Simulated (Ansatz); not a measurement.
**SnO₂ (Pnnm), random displacements**

Method: DFT r2SCAN, scalar-relativistic, plane waves, PAW (Ansatz 0.2.0). Cutoff 500 eV, Γ-centred 6×6×8 k-points, Gaussian smearing of 0.05 eV. No spin polarisation. Energies are free energies at this smearing, counted from the undisturbed cell; pressure is positive in compression.

Zero of the scan (as given, not relaxed at this level):

```xyz
6
Lattice="4.7880 0.0000 0.0000 0.0000 4.8666 0.0000 0.0000 0.0000 3.2409" Properties=species:S:1:pos:R:3 pbc="T T T"
Sn    2.3940    2.4333    1.6204
Sn    0.0000    0.0000    0.0000
O     1.3974    1.5624    0.0000
O     3.7914    0.8709    1.6204
O     0.9966    3.9957    1.6204
O     3.3906    3.3042    0.0000
```

The atoms are displaced (Å, in the unstrained cell):

```
atom ux uy uz
 Sn1   0.053   0.029  -0.007
 Sn2   0.156  -0.011   0.365
  O3   0.026   0.210   0.541
  O4   0.069   0.033  -0.461
  O5   0.200  -0.065   0.053
  O6  -0.504  -0.195  -0.492
```

The cell is not strained.

Problem. What are the energy change, the stress and the forces?

Solution. ΔE = 3115.2 meV/atom; stress (xx, yy, zz, yz, xz, xy; compression positive) (80.83, 76.67, 148.58, 80.20, 51.20, 8.63) GPa; gap on the mesh 0.90 eV.
| atom | Fx (eV/Å) | Fy | Fz |
| --- | --- | --- | --- |
| Sn1 | -9.40 | -23.90 | -38.54 |
| Sn2 | 10.51 | -6.49 | -9.71 |
| O3 | -10.31 | -9.16 | -9.86 |
| O4 | -9.92 | 7.05 | 7.95 |
| O5 | -4.83 | 4.21 | 1.58 |
| O6 | 23.96 | 28.30 | 48.58 |

Cost: 1 run of about 1.2 core-minutes, on Arm Neoverse V2 (shared hosts).